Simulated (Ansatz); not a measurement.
# BeTe: the cost of one run

Computed with Ansatz 0.2.0 (DFT PBEsol, frozen-core PAW, scalar-relativistic unless said, unless a step's input says otherwise).

The COD entry's cell or inner coordinates are ideal or old and differ from later refinements, so a difference from it is no clean test against experiment.

1 further run of the same task is left out (set aside as unsound or not needed). Runs told in other sessions of the task aren't counted.

## Step 1: Starting point

The structure is cubic, space group F-43m (No. 216). Conventional cell: a = 5.540 Å, b = 5.540 Å, c = 5.540 Å, α = 90.00°, β = 90.00°, γ = 90.00°. Be (site symmetry -43m) is surrounded by 4 Te at 2.40 Å. Te (site symmetry -43m) is surrounded by 4 Be at 2.40 Å.

Structure file:

```cif
data_structure
_symmetry_space_group_name_H-M 'F-43m'
_symmetry_Int_Tables_number 216
_cell_length_a 5.5400
_cell_length_b 5.5400
_cell_length_c 5.5400
_cell_angle_alpha 90.000
_cell_angle_beta 90.000
_cell_angle_gamma 90.000
_cell_volume 170.03
loop_
_atom_site_label
_atom_site_type_symbol
_atom_site_symmetry_multiplicity
_atom_site_Wyckoff_symbol
_atom_site_fract_x
_atom_site_fract_y
_atom_site_fract_z
_atom_site_occupancy
Be1 Be 4 a 0.00000 0.00000 0.00000 1
Te1 Te 4 c 0.25000 0.25000 0.25000 1
```

Cartesian axes are those of the input's lattice vectors. The structure goes back to a database entry.

## Step 2: Cell and atoms relaxed, PAW

input.yaml

```yaml
crystal:
  lattice:
    - [0.0, 2.77, 2.77]
    - [2.77, 0.0, 2.77]
    - [2.77, 2.77, 0.0]
  atoms:
    - { symbol: Be, position: [0.0, 0.0, 0.0] }
    - { symbol: Te, position: [0.75, 0.75, 0.75] }
kpoints:
  mp_grid: { grid: [10, 10, 10] }
scf:
  occupations: { method: fermi_dirac, width: 0.1 }
hamiltonian:
  xc: pbesol
  pseudopotentials: { kind: paw }
relax:
  f_tol: 0.002
  max_steps: 80
  cell: {}
output:
  forces: true
  stress: true
  write_density: true
  write_potential: true
  elf: true
  volumetric_format: npy
```

On the command line:

```sh
ansatz run input.yaml --threads 1 --pin off --max-ram 3072MiB --backend cpu --events-out ev --progress --plain --runs-dir out
```

What time and memory should one allow on 1 thread of Arm Neoverse V2, shared host?

About 10 s, with a peak of 0.33 GiB.
